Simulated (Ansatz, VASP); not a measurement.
**Re: VASP beside Ansatz**

```xyz
1
Lattice="0.0000 1.9750 1.9552 1.9750 0.0000 1.9552 1.9750 1.9750 0.0000" Properties=species:S:1:pos:R:3 pbc="T T T"
Re    0.0000    0.0000    0.0000
```

Change from the starting cell: zz strain of -1 %.

Alike in both runs: task single point; functional PBEsol; k mesh 14 × 14 × 14; occupations fermi-dirac, width 0.05 eV; no spin polarisation.

|  | VASP | Ansatz |
| --- | --- | --- |
| version | VASP 6.6.1 | Ansatz 0.2.0 |
| potentials or method | VASP PAW PBE potentials, release 64 (Re), cutoff 520 eV | all-electron LAPW, scalar-relativistic |

Ansatz gave:

* pressure (GPa): -15.3
* largest component of the traceless stress (GPa): 1.30

**Question.** What did VASP give for the same quantities?

**Answer.** Pressure (GPa): -15.8; largest component of the traceless stress (GPa): 1.28.

Ansatz ran all-electron here, so the differences hold the error of VASP's frozen core and of both bases.

Caveats: so large a pressure means that the cell lies far from this level's equilibrium, or that cutoff or potentials fall short (VASP); the potentials were made for another functional, which shifts forces and pressure (VASP). Spin-orbit coupling is left out, which matters for the levels of Re.
